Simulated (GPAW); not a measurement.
The system is TaN.

```
CELL_PARAMETERS angstrom
2.92177 0.00000 0.00000
-1.46088 2.53033 0.00000
0.00000 0.00000 5.91652
ATOMIC_POSITIONS crystal
Ta 0.00000 0.00000 0.50000
Ta 0.00000 0.00000 0.00000
N 0.33333 0.66667 0.25000
N 0.66667 0.33333 0.75000
```

The cell comes from a database or a generator and needn't be the stable form of this composition.

Base run:

```yaml
Program: GPAW 26.7.0
Functional: revPBE
Potentials_or_basis: the program's PAW data sets (release 1.2.1) made for this functional
Cutoff: 800 eV
Basis: pw
k_mesh: 10 × 10 × 5
Occupations: fermi-dirac, width 0.05 eV
Spin: no spin polarisation
```

Its results: pressure 2.7 GPa.

Problem. The run is repeated on the same cell with these changes: functional from revPBE to BLYP; potentials or basis from the program's PAW data sets (release 1.2.1) made for this functional to PAW data sets generated in the run's folder for this functional. What comes out?

Solution. Pressure 7.6 GPa.
